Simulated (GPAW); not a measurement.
Runs of GPAW 26.7.0 on H. Symmetry: P4/mmm, No. 123, tetragonal system. The conventional cell has a = 2.650 Å, b = 2.650 Å, c = 0.980 Å, α = 90.00°, β = 90.00°, γ = 90.00°. H (site symmetry 4/mmm) is surrounded by 2 H at 0.98 Å. 

```tsv
task	level	potentials or basis	cell	optimizer	fmax	max steps	convergence	target pressure	gap on the mesh (eV)	pressure (GPa)	relaxed volume (Å³/atom)
relaxation of cell and atoms	PBEsol+D3(BJ)	PAW data sets generated in the run's folder for this functional, pw	relaxed	BFGS	0.02 eV/Å	60	density=1e-05 forces=0.0001	-	none	0.3	6.96
relaxation of cell and atoms	PBE	GPAW PAW data sets (gpaw-data 1.2.1), pw	relaxed	BFGS	0.02 eV/Å	60	density=1e-05 forces=0.0001	-	none	-0.1	10.12
relaxation of cell and atoms	PBE	GPAW PAW data sets (gpaw-data 1.2.1), pw	relaxed to 5 GPa	BFGS	0.02 eV/Å	60	density=1e-05 forces=0.0001	5 GPa	none	5.1	-
relaxation of cell and atoms	PBE	GPAW PAW data sets (gpaw-data 1.2.1), pw	relaxed to 2 GPa	BFGS	0.02 eV/Å	60	density=1e-05 forces=0.0001	2 GPa	none	2.2	-
relaxation of cell and atoms	PBEsol	PAW data sets generated in the run's folder for this functional, pw	relaxed	BFGS	0.02 eV/Å	60	density=1e-05 forces=0.0001	-	none	0.0	(a)
relaxation of cell and atoms	PBE	GPAW PAW data sets (gpaw-data 1.2.1), pw	relaxed to 20 GPa	BFGS	0.02 eV/Å	60	density=1e-05 forces=0.0001	20 GPa	none	20.1	-
single point	PBE	GPAW PAW data sets (gpaw-data 1.2.1), pw	as given	-	-	-	-	-	none	1.6	-
relaxation of cell and atoms	PBE	GPAW PAW data sets (gpaw-data 1.2.1), pw	relaxed to 10 GPa	BFGS	0.02 eV/Å	60	density=1e-05 forces=0.0001	10 GPa	none	10.0	-
```

Alike in all rows: no spin polarisation; k mesh 10 × 10 × 26; cutoff (eV) 600; smearing fermi-dirac 0.05 eV.

**Question.** Fill in the values left out.

**Answer.** (a) 9.17.

Caveats: later steps reuse the first step's grids (some runs); the volume moved by over 15 % at a fixed basis, so the end points are rough (some runs); pairwise dispersion overbinds metals, which lowers pressure and volume (some runs); the density grid can change from cell to cell, which puts small steps into energies and stress (some runs).

A gap of «none» marks a metal or a gap under the smearing width.
